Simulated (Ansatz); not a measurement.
# Ansatz 0.2.0, vacancy hop by nudged elastic band: SiC

Run with:

```bash
ansatz run input.yaml --threads 4 --pin off --max-ram 8192MiB --backend cpu --events-out ev --progress --plain --runs-dir out
```

input.yaml:

```yaml
crystal:
  lattice:
    - [3.09129004, 5.3542714, 0.0]
    - [-3.09129004, 5.3542714, 0.0]
    - [0.0, 0.0, 5.073096]
  atoms:
    - { symbol: Si, position: [0.33367256, 0.33506145, 0.00186889] }
    - { symbol: Si, position: [0.1669928, 0.16324334, 0.49980193] }
    - { symbol: C, position: [0.33806432, 0.33072837, 0.3694548] }
    - { symbol: C, position: [0.16600986, 0.1679618, 0.88291167] }
    - { symbol: Si, position: [0.16369149, 0.66721693, 0.50095584] }
    - { symbol: C, position: [0.33331837, 0.83413407, 0.36769932] }
    - { symbol: C, position: [0.16684019, 0.66907737, 0.8716155] }
    - { symbol: Si, position: [0.82925648, 0.32538027, 0.00299874] }
    - { symbol: Si, position: [0.66654108, 0.16076032, 0.5023511] }
    - { symbol: C, position: [0.83522708, 0.33480761, 0.37504281] }
    - { symbol: C, position: [0.66794174, 0.15790414, 0.87000198] }
    - { symbol: Si, position: [0.83865996, 0.83304326, -0.00327412] }
    - { symbol: Si, position: [0.66521459, 0.66507728, 0.49974219] }
    - { symbol: C, position: [0.8293678, 0.83889597, 0.37867729] }
    - { symbol: C, position: [0.66523088, 0.66584765, 0.86921551] }
kpoints:
  mp_grid: { grid: [3, 3, 3] }
magnetization:
  spin_polarized: false
scf:
  occupations: { method: fermi_dirac, width: 0.05 }
hamiltonian:
  pseudopotentials: { kind: paw }
  xc: pbe
basis:
  ecutwfc: 420
neb:
  images: 5
  relax_end_points: true
  climbing: true
  f_tol: 0.05
  max_iterations: 40
  order_check: false
  final_atoms:
    - { symbol: Si, position: [0.33367256, 0.33506145, 0.00186889] }
    - { symbol: Si, position: [0.1669928, 0.16324334, 0.49980193] }
    - { symbol: C, position: [0.33806432, 0.33072837, 0.3694548] }
    - { symbol: C, position: [0.16600986, 0.1679618, 0.88291167] }
    - { symbol: Si, position: [0.16369149, 0.66721693, 0.50095584] }
    - { symbol: C, position: [0.33331837, 0.83413407, 0.36769932] }
    - { symbol: C, position: [0.16684019, 0.66907737, 0.8716155] }
    - { symbol: Si, position: [1.33383518, -0.16791466, -0.00349669] }
    - { symbol: Si, position: [0.66654108, 0.16076032, 0.5023511] }
    - { symbol: C, position: [0.83522708, 0.33480761, 0.37504281] }
    - { symbol: C, position: [0.66794174, 0.15790414, 0.87000198] }
    - { symbol: Si, position: [0.83865996, 0.83304326, -0.00327412] }
    - { symbol: Si, position: [0.66521459, 0.66507728, 0.49974219] }
    - { symbol: C, position: [0.8293678, 0.83889597, 0.37867729] }
    - { symbol: C, position: [0.66523088, 0.66584765, 0.86921551] }
```

Origin of the cell: a database entry, scaled a little.

The cell is 2×2×1 cells of SiC with one Si taken out; atom 8 (Si) hops into the empty site, 3.08 Å away before the end points are relaxed. All atoms were shaken by about 0.02 Å first.

Output (shortened):

```
Warning: neb: disabling space-group detection — the band's intermediate images generally break the endpoint symmetry, so no spatial operation reduces the k-mesh or symmetrises the density, ex […]
Pseudopotentials: kind: paw
Pseudopotential: Si, paw, valence charge 4, recommended cutoff 420 eV (normal), Si.paw.azcp
Pseudopotential: C, paw, valence charge 4, recommended cutoff 420 eV (normal), C.paw.azcp
Functional definition: PBE
  exchange = pbe_x(kappa = kappa, mu = beta*pi^2/3)
  correlation = pbe_c(beta = beta)
parallel-image band execution: 4 concurrent image workers
NEB image 0
Crystal: 15 atoms, lattice volume = 167.936 Å³
Basis set: ecut = 420 eV, 3299 PW (Γ), exchange–correlation on 90×90×72 points (8 copies of the dense FFT grid, shifted against one another)
Bands: 45, of which v1, the nominal top of the filled ones, is band 30 counted from 1 (29 counted from 0)
[… 6 lines left out …]
Initial density: superposition of atomic densities (neutral atoms: chi_scale 0, normalization atom), corrected by the library's trained network
Functional: x = pbe(κ = 0.804, μ = 0.219515), c = pbe(β = 0.066725)
SCF iter   1: F=—  HF=-6453.594463 eV  Δρ=7.17e-3  dr2=2.03e-1  defer=57
SCF iter   2: F=—  HF=-6453.561839 eV  Δρ=2.91e-3  dr2=4.20e-2  defer=105
SCF iter   3: F=—  HF=-6453.551766 eV  Δρ=8.28e-4  dr2=2.08e-3  defer=105
SCF iter   4: F=—  HF=-6453.551249 eV  Δρ=1.88e-4  dr2=8.79e-5  defer=105
SCF iter   5: F=—  HF=-6453.551424 eV  Δρ=5.23e-5  dr2=4.84e-6  defer=105
SCF iter   6: F=—  HF=-6453.551426 eV  Δρ=1.03e-5  dr2=1.77e-7  defer=105
SCF iter   7: F=-6453.551426 eV  HF=-6453.551426 eV  Δρ=1.66e-6  dr2=4.11e-9
NEB iter   1: max|band force component| = 1.886e1 eV/Å  barrier→ = 8.8928 eV  barrier← = 8.8928 eV  Δτ_max = 0.1988 Å  (63 SCF iters)
NEB iter   2: max|band force component| = 8.439e0 eV/Å  barrier→ = 5.9653 eV  barrier← = 5.9653 eV  Δτ_max = 0.2000 Å  (37 SCF iters)
NEB iter   3: max|band force component| = 3.442e0 eV/Å  barrier→ = 4.5094 eV  barrier← = 4.5094 eV  Δτ_max = 0.0939 Å  (38 SCF iters)
NEB iter   4: max|band force component| = 1.307e0 eV/Å  barrier→ = 4.1891 eV  barrier← = 4.1891 eV  Δτ_max = 0.0510 Å  (34 SCF iters)
NEB iter   5: max|band force component| = 5.366e-1 eV/Å  barrier→ = 4.1206 eV  barrier← = 4.1206 eV  Δτ_max = 0.0648 Å  (31 SCF iters)
NEB iter   6: max|band force component| = 2.388e-1 eV/Å  barrier→ = 4.0994 eV  barrier← = 4.0994 eV  CI = image 3  Δτ_max = 0.0247 Å  (31 SCF iters)
NEB iter   7: max|band force component| = 2.183e-1 eV/Å  barrier→ = 4.0873 eV  barrier← = 4.0872 eV  CI = image 3  Δτ_max = 0.0215 Å  (30 SCF iters)
NEB iter   8: max|band force component| = 8.951e-2 eV/Å  barrier→ = 4.0821 eV  barrier← = 4.0821 eV  CI = image 3  Δτ_max = 0.0758 Å  (30 SCF iters)
NEB iter   9: max|band force component| = 1.772e-1 eV/Å  barrier→ = 4.0613 eV  barrier← = 4.0613 eV  CI = image 3  Δτ_max = 0.0379 Å  (31 SCF iters)
NEB iter  10: max|band force component| = 2.580e-1 eV/Å  barrier→ = 4.0380 eV  barrier← = 4.0380 eV  CI = image 3  Δτ_max = 0.0379 Å  (30 SCF iters)
[… 2 lines left out …]
NEB iter  13: max|band force component| = 1.568e0 eV/Å  barrier→ = 3.6572 eV  barrier← = 3.6571 eV  CI = image 3  Δτ_max = 0.2000 Å  (36 SCF iters)
NEB iter  14: max|band force component| = 2.277e0 eV/Å  barrier→ = 3.2825 eV  barrier← = 3.2825 eV  CI = image 4  Δτ_max = 0.1014 Å  (35 SCF iters)
NEB iter  15: max|band force component| = 1.679e0 eV/Å  barrier→ = 3.3925 eV  barrier← = 3.3925 eV  CI = image 4  Δτ_max = 0.2000 Å  (34 SCF iters)
NEB iter  16: max|band force component| = 1.876e0 eV/Å  barrier→ = 3.2337 eV  barrier← = 3.2337 eV  CI = image 4  Δτ_max = 0.1970 Å  (34 SCF iters)
NEB iter  17: max|band force component| = 6.036e0 eV/Å  barrier→ = 2.9176 eV  barrier← = 2.9176 eV  CI = image 4  Δτ_max = 0.0998 Å  (34 SCF iters)
NEB iter  18: max|band force component| = 3.020e0 eV/Å  barrier→ = 2.8263 eV  barrier← = 2.8263 eV  CI = image 4  Δτ_max = 0.1875 Å  (32 SCF iters)
NEB iter  19: max|band force component| = 1.005e0 eV/Å  barrier→ = 2.8243 eV  barrier← = 2.8243 eV  CI = image 4  Δτ_max = 0.0393 Å  (34 SCF iters)
NEB iter  20: max|band force component| = 4.617e-1 eV/Å  barrier→ = 2.7989 eV  barrier← = 2.7989 eV  CI = image 4  Δτ_max = 0.0324 Å  (31 SCF iters)
NEB iter  21: max|band force component| = 1.039e-1 eV/Å  barrier→ = 2.7907 eV  barrier← = 2.7907 eV  CI = image 4  Δτ_max = 0.0130 Å  (30 SCF iters)
NEB iter  22: max|band force component| = 4.044e-2 eV/Å  barrier→ = 2.7896 eV  barrier← = 2.7896 eV  CI = image 4  Δτ_max = 0.0000 Å  (30 SCF iters)
--- NEB band (7 images, 22 band iterations, 750 SCF iterations, 99 more in tests of the images' electronic states and relaxations of end points) ---
  forward barrier  = 2.789561 eV
  backward barrier = 2.789554 eV
  lagrangian_above_aufbau_ev (what the smearing adds, to first order; not taken off the barriers): saddle image -0.010434 eV, end points -0.000005 and -0.000005 eV
  climbing image's point = of an order that was not read
  energies are F+E_penalty+E_count in eV, relative to image 0
  image     s (Å)  Δ vs image 0  max|band force component| (eV/Å)
      0    0.0000      0.000000                                 —
      1    0.9822      0.724969                          6.916e-3
      2    1.9644      1.582892                          1.653e-2
      3    2.9465      2.093127                          4.044e-2
  *   4    3.9284      2.789561                          2.380e-2
      5    4.6505      0.946556                          1.685e-2
      6    5.3725      0.000007                                 —
```

The converged band:

| image | path over all atoms (Å) | ΔF (eV) | Si x | y | z (Å) |
| --- | --- | --- | --- | --- | --- |
| 0 | 0.00 | 0.000 | 1.55 | 6.18 | 0.04 |
| 1 | 0.98 | 0.725 | 1.97 | 5.95 | 0.08 |
| 2 | 1.96 | 1.583 | 2.83 | 5.82 | 0.19 |
| 3 | 2.95 | 2.093 | 3.63 | 6.15 | 0.28 |
| 4 | 3.93 | 2.790 | 4.30 | 6.35 | 0.02 |
| 5 | 4.65 | 0.947 | 4.56 | 6.34 | -0.01 |
| 6 | 5.37 | 0.000 | 4.64 | 6.19 | 0.04 |

Relaxed start, forces in eV/Å:

```xyz
15
Lattice="3.091 5.354 0.000 -3.091 5.354 0.000 0.000 0.000 5.073" Properties=species:S:1:pos:R:3:forces:R:3 pbc="T T T" image=0
Si    0.052    3.591    0.043    0.001   -0.001    0.000
Si   -0.014    1.789    2.503   -0.002   -0.003    0.001
C     0.023    3.574    1.880   -0.001    0.000    0.002
C    -0.352    1.983    4.324   -0.001    0.000   -0.002
Si   -1.542    4.435    2.502    0.000    0.002    0.001
C    -1.542    6.240    2.283    0.000    0.000    0.000
C    -1.542    4.044    4.324    0.000    0.002    0.001
Si    1.549    6.185    0.043    0.000    0.000   -0.004
Si    1.549    4.455    2.518    0.000    0.005    0.001
C     1.549    6.217    1.880    0.000    0.000   -0.004
C     1.549    4.456    4.406    0.000   -0.001    0.001
Si   -0.045    8.945    0.043    0.000   -0.001    0.000
Si    0.021    7.143    2.503    0.002   -0.003    0.001
C    -0.016    8.929    1.880    0.001    0.000    0.002
C     0.359    7.338    4.324    0.000    0.001   -0.001
```

Highest image (4), forces in eV/Å:

```xyz
15
Lattice="3.091 5.354 0.000 -3.091 5.354 0.000 0.000 0.000 5.073" Properties=species:S:1:pos:R:3:forces:R:3 pbc="T T T" image=4
Si   -0.137    3.630   -0.017   -0.012    0.009    0.009
Si   -0.129    1.848    2.550   -0.001    0.010    0.008
C    -0.125    3.603    1.864   -0.004    0.004   -0.007
C    -0.458    1.882    4.415    0.017   -0.008    0.001
Si   -1.630    4.530    2.515   -0.001   -0.012    0.010
C    -1.651    6.336    1.933    0.006    0.009   -0.017
C    -1.615    4.636    4.417    0.012    0.022   -0.008
Si    4.298    6.351    0.025    0.001   -0.008   -0.002
Si    1.483    4.330    2.513    0.006   -0.008    0.002
C     1.468    6.162    2.154    0.007    0.001    0.026
C     1.516    3.907    4.324    0.006   -0.012    0.008
Si    0.053    8.875   -0.025   -0.017   -0.016   -0.002
Si   -0.022    7.153    2.535   -0.007    0.002    0.001
C    -0.021    8.922    1.855    0.001    0.013   -0.012
C     0.625    7.200    4.379   -0.012   -0.005   -0.018
```

Relaxed end, forces in eV/Å:

```xyz
15
Lattice="3.091 5.354 0.000 -3.091 5.354 0.000 0.000 0.000 5.073" Properties=species:S:1:pos:R:3:forces:R:3 pbc="T T T" image=6
Si   -0.045    3.595    0.041    0.000    0.002   -0.001
Si    0.021    1.793    2.500    0.002    0.000    0.008
C    -0.017    3.578    1.877    0.000    0.000    0.000
C     0.357    1.987    4.322    0.004    0.001   -0.005
Si   -1.543    4.460    2.516    0.000    0.002    0.000
C    -1.543    6.222    1.877    0.000   -0.002   -0.001
C    -1.542    4.460    4.403    0.000   -0.001    0.001
Si    4.640    6.189    0.041    0.000    0.000    0.000
Si    1.549    4.439    2.500    0.000   -0.003    0.008
C     1.549    6.244    2.282    0.000    0.000   -0.003
C     1.549    4.049    4.322   -0.001   -0.002   -0.007
Si    0.051    8.949    0.041    0.000    0.000   -0.001
Si   -0.015    7.147    2.500   -0.003    0.000    0.007
C     0.023    8.933    1.878    0.000    0.000    0.000
C    -0.351    7.341    4.322   -0.003    0.002   -0.005
```

Barrier of this path: 2.79 eV forwards, 2.79 eV backwards, after 22 band iterations.

Caveats: the k mesh is coarse if the cell is a metal; a small cell with a neutral vacancy and no spin, whose shape can make like sites unlike; the cell is held at a rescaled volume, and strain moves barriers; the hop was drawn among near neighbours and need not be the easiest path; few images and a loose tolerance, and neither the top nor the ends were tested for their order; another atom moves far along the path.

It ran for 7.2 min on 4 threads of Arm Neoverse V1, with other jobs on the host, peak memory 1 GiB, from the program's own first density.
